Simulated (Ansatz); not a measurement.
input.yaml

```yaml
crystal:
  lattice:
    - [0.0, 3.09872304, 3.09872304]
    - [3.09872304, 0.0, 3.09872304]
    - [3.09872304, 3.09872304, 0.0]
  atoms:
    - { symbol: In, position: [0.0, 0.0, 0.0] }
    - { symbol: As, position: [0.75, 0.75, 0.75] }
basis:
  ecutwfc: 420
kpoints:
  mp_grid: { grid: [12, 12, 12] }
hamiltonian:
  xc: pbesol
scf:
  occupations: { method: gaussian, width: 0.1 }
output:
  forces: true
  stress: true
  eigenvalues: true
  write_density: true
  write_potential: true
  elf: true
  volumetric_format: npy
```

Run as
```bash
ansatz run input.yaml --threads 1 --pin off --max-ram 1331MiB --backend cpu --events-out ev --progress --plain --runs-dir out
```

Method: DFT PBEsol, scalar-relativistic, plane waves, PAW (Ansatz).

Abridged output (final results; tables in files aren't shown):

```
SCF 1 converged in 7 iterations: F = -10338.801457 eV  dr2 = 1.45e-9
SCF converged after 7 iterations
Free energy (F): -10338.801457 eV
Harris-Foulkes:  -10338.801457 eV  (|F-HF|=9.09e-10)
Internal energy: -10338.801299 eV  (E = F + TS)
E sigma→0 (E₀):  -10338.801378 eV
Entropy (-TS):   -0.000158 eV (-0.079 meV/atom)
Fermi energy:    6.826282 eV
--- Per-component energies (eV) ---
  E_band       = -338.601808
  E_kinetic    = 345.194487
  E_local      = -3375.885360  (includes V_loc(G=0)·N_el)
  E_nonlocal   = -299.863573
  E_hartree    = 1621.141242
  E_xc         = -291.113196
  E_vxc        = -177.785603  (∫ρ·V_xc dr)
  E_paw        = -5877.528085  (= ΣΔE_a)
  E_vpaw       = -72.542450  (= ΣTr[D̂ρ^β])
  E_aug_tail   = 0.000034  (compensation charges beyond the density's cutoff)
  E_ewald      = -2461.949179
  E_core_change = 1.202331  (= ΣΔE_core)
  E_smearing   = -0.000158  (= −TS)
--- Forces (eV/Å), atoms counted from 1 ---
  atom   1  In     0.00000000     0.00000000     0.00000000
  atom   2  As     0.00000000     0.00000000     0.00000000
--- Stress (GPa, compression-positive) ---
       -2.642325       0.000000       0.000000
        0.000000      -2.642325       0.000000
        0.000000       0.000000      -2.642325
  P = ⅓ Tr σ = -2.6423 GPa (-26.423 kbar)
--- Band table (eV; the first three rows and the last of 72) ---
  k-point 0: bands = ["-28.1826", "-28.1826", "-28.1826", "-28.1765", "-28.1765", "-7.4417", "-7.4417", "-7.4417", "-7.3413", "-7.3413", "-4.6791", "6.1066", "6.7612", "6.7612", "6.7612", "10.5914", "10.5914", "10.5914"]
  k-point 1: bands = ["-28.1826", "-28.1826", "-28.1826", "-28.1765", "-28.1765", "-7.4486", "-7.4395", "-7.4395", "-7.3414", "-7.3414", "-4.6154", "5.3186", "6.6800", "6.6800", "7.3338", "10.5903", "10.7146", "10.7146"]
  k-point 2: bands = ["-28.1826", "-28.1825", "-28.1825", "-28.1765", "-28.1765", "-7.4669", "-7.4340", "-7.4340", "-7.3413", "-7.3413", "-4.4314", "4.2185", "6.4812", "6.4812", "7.7377", "10.8747", "10.9997", "10.9997"]
  k-point 71: bands = ["-28.1825", "-28.1825", "-28.1822", "-28.1765", "-28.1763", "-7.5662", "-7.4029", "-7.3830", "-7.3533", "-7.3346", "-2.9126", "1.3167", "4.0764", "4.1680", "10.6275", "10.9465", "11.4871", "12.7091"]
```

The calculation finished and met its thresholds.